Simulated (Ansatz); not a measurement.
Lattice vibrations of ZrO2 at Γ at 18 GPa

Method: DFT PBE, scalar-relativistic, plane waves, PAW in Ansatz 0.2.0. Settings: 420 eV plane-wave cutoff, Γ-centred 6×6×6 mesh, fixed occupations. No spin polarisation. Phonons by linear response, acoustic sum rule imposed.

The cell, relaxed at 18 GPa:
```
CELL_PARAMETERS angstrom
3.53925 0.00000 0.00000
0.00000 3.53925 0.00000
0.00000 0.00000 5.06116
ATOMIC_POSITIONS crystal
Zr 0.00000 0.00000 0.00000
Zr 0.50000 0.50000 0.50000
O 0.00000 0.50000 0.21368
O 0.00000 0.50000 0.71368
O 0.50000 0.00000 0.28632
O 0.50000 0.00000 0.78632
```

Other phases may be more stable at this pressure.

Optical modes at Γ (transverse, no macroscopic field); i marks an imaginary frequency:
```tsv
frequency (cm⁻¹)	degeneracy	IR intensity of the level ((D/Å)²/amu)
153	2	0.00
187	2	51.46
243	1	0.00
345	1	53.70
345	1	0.00
446	2	81.74
500	2	0.00
619	1	0.00
668	2	0.00
695	1	0.00
```

All 15 optical modes at Γ are real: no displacement of atoms at fixed cell lowers the energy to second order. Strains and modes at other wave vectors aren't tested by this run.

| Quantity | Value |
| --- | --- |
| Electronic dielectric constant ε∞ (principal values) | 5.32, 5.71, 5.71 |
| Static dielectric constant ε0 (principal values) | 20.5, 37.4, 37.4 |
| Refractive index √ε∞, mean | 2.36 |
| Kohn–Sham gap on the mesh | 4.02 eV |
| Cost | 91 s on 1 thread of AMD EPYC 9R45 96-Core Processor (Zen 5), on a shared host, peak memory 1.3 GiB |

Born effective charges (e):
| atom | Z*xx | Z*yy | Z*zz | mean |
| --- | --- | --- | --- | --- |
| Zr (atom 1) | 5.76 | 5.76 | 5.25 | 5.59 |
| O (atom 3) | -2.29 | -3.47 | -2.63 | -2.79 |

This form isn't the usual stable structure of the compound at low pressure.